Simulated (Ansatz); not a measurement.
## What DFT gives for Sc

```yaml
crystal:
  lattice:
    - [-1.69506, 1.69506, 1.69506]
    - [1.69506, -1.69506, 1.69506]
    - [1.69506, 1.69506, -1.69506]
  atoms:
    - { symbol: Sc, position: [0.00000, 0.00000, 0.00000] }
```

The numbers come from plane-wave PAW DFT (Ansatz): PBEsol, no spin polarisation, 420 eV, 14×14×14 Γ-centred k points, fermi-dirac occupations (width 0.0134 eV). Nothing was relaxed.

- Electronic structure: It is a metal, with about 2.2 states/eV a cell as the mean within 0.25 eV of the Fermi level, mostly Sc d (91 %).
- Contacts: Sc–Sc at 2.94 Å: least valence density 0.14 e/Å³ and ELF 0.10 there. These are pseudo-fields; inside the PAW spheres they differ from the all-electron ones.
- Stress: The pressure is 15.2 GPa (compression positive), so with the atoms held at these fractions the cell would first expand.

Origin: a known structure type with other elements, at an estimated volume, so it need not be a known compound. Caveats: many states at the Fermi level without spin polarisation, so a magnetic state may lie lower; atoms or cell far from equilibrium.
